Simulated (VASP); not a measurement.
Na:

```xyz
1
Lattice="0.0000 2.6616 2.6616 2.6616 0.0000 2.6616 2.6616 2.6616 0.0000" Properties=species:S:1:pos:R:3 pbc="T T T"
Na    0.0000    0.0000    0.0000
```

The cell was built by a generator and needn't be a form met in nature.

| Property | Result |
| --- | --- |
| Program | VASP 6.6.1 |
| Task | relaxation of cell and atoms |
| Functional | RPBE |
| Potentials or basis | VASP PAW PBE potentials, release 64 (Na_pv) |
| Cutoff | 600 eV |
| k mesh | 10 × 10 × 10 |
| Occupations | fermi-dirac, width 0.1 eV |
| Spin | no spin polarisation |

At the start: pressure 0.4 GPa; volume 37.71 Å³/atom.

**Question.** How do energy, volume and symmetry change on relaxing?

**Answer.** Over 3 steps the energy falls by 2.2 meV/atom and the volume is 39.66 Å³/atom (+5.2 %); space group Fm-3m (No. 225, to 0.05 Å).

The path:
| step | energy change (eV) | largest force (eV/Å) | pressure (GPa) | volume (Å³) |
| --- | --- | --- | --- | --- |
| 1 | 0.0000 | 0.0000 | 0.38 | 37.71 |
| 2 | -0.0010 | 0.0000 | 0.28 | 38.20 |
| 3 | -0.0022 | 0.0000 | 0.01 | 39.66 |

Final structure:
```
Na
1.0
     0.00000    2.70667    2.70667
     2.70667    0.00000    2.70667
     2.70667    2.70667    0.00000
Na
1
Cartesian
  0.0000 0.0000 0.0000
```

Caveat: the PAW data sets were made with another functional, which shifts forces and pressure a little.
